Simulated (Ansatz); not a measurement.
AlN at 22 GPa (stress–strain coefficients): relaxed-ion elastic tensor

All numbers below come from Ansatz 0.2.0, DFT PBEsol, scalar-relativistic, plane waves, PAW. Cutoff 420 eV, 12×12×6 k-points (Γ-centred), fixed occupations. No spin polarisation.

The cell, relaxed at 22 GPa:
```xyz
4
Lattice="3.0282 0.0000 0.0000 -1.5141 2.6225 0.0000 0.0000 0.0000 4.8048" Properties=species:S:1:pos:R:3 pbc="T T T"
Al    0.0000    1.7483    0.0010
Al    1.5141    0.8742    2.4034
N     0.0000    1.7483    1.8488
N     1.5141    0.8742    4.2513
```

The real crystal has changed phase below this pressure.

Problem. Give the relaxed-ion elastic constants (GPa, Voigt order xx yy zz yz xz xy, on the axes of the cell above).

Solution.
C11 = 459.1, C12 = 225.2, C13 = 192.8, C22 = 459.1, C23 = 192.8, C33 = 398.0, C44 = 116.0, C55 = 116.0, C66 = 116.9 GPa; the others vanish.

Problem. Is the crystal stable against homogeneous strain?

Solution. Yes: the least eigenvalue of the tensor is 116.0 GPa.

Problem. And the moduli of a polycrystal (Hill averages)?

Solution. B = 281 GPa, G = 117 GPa, E = 307 GPa, ν = 0.32.

Cost: 1 run of about 2.3 core-minutes, on Intel Xeon 6975P-C (Granite Rapids) (shared hosts).